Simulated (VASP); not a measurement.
**CdTe under changes of volume**

One of the cells (33.580 Å³/atom); the others are scaled copies at fixed shape and fractional positions:

```
Te Cd
1.0
     0.00000    3.22623    3.22623
     3.22623    0.00000    3.22623
     3.22623    3.22623    0.00000
Te Cd
1 1
Cartesian
  4.8393 4.8393 4.8393
  0.0000 0.0000 0.0000
```

```yaml
Program: VASP 6.6.1
Functional: r2SCAN
Potentials_or_basis: VASP PAW PBE potentials, release 64 (Te, Cd)
Cutoff: 520 eV
k_mesh: 7 × 7 × 7
Occupations: fermi-dirac, width 0.05 eV
Spin: no spin polarisation
```

| volume (Å³/atom) | energy over the lowest point (meV/atom) | pressure (GPa) | gap on the mesh (eV) |
| --- | --- | --- | --- |
| 30.947 | 87.55 | 7.3 | 1.59 |
| 31.605 | 60.62 | 5.8 | 1.52 |
| 32.263 | ? | ? | ? |
| 33.580 | 11.46 | 2.3 | 1.32 |
| 34.239 | 3.89 | 1.4 | 1.25 |
| 34.897 | 0.00 | 0.5 | 1.19 |

**Question.** What does the run at 32.263 Å³/atom give?

**Answer.** Energy over the lowest point 39.33 meV/atom; pressure 4.5 GPa; gap on the mesh 1.45 eV.

Worked out: A Birch-Murnaghan fit of order 3 (a polynomial in V^(-2/3)) to the other rows has its minimum at 35.35 Å³/atom, just outside them, with B0 = V·E''(V) = 40 GPa and B' = 4.7. It gives 39.34 meV/atom at 32.263 Å³/atom, against the run's 39.33, and -dE/dV = 4.5 GPa, against 4.5. A straight line through the other rows of the gap, of slope -3.34 eV per unit of ln V (its deformation potential), gives 1.45 eV, against the run's 1.45.

Energies are extrapolated to zero smearing.

Caveats: the PAW data sets were made with another functional, which shifts forces and pressure a little; spin-orbit coupling is left out, which moves the levels of the heavy elements.
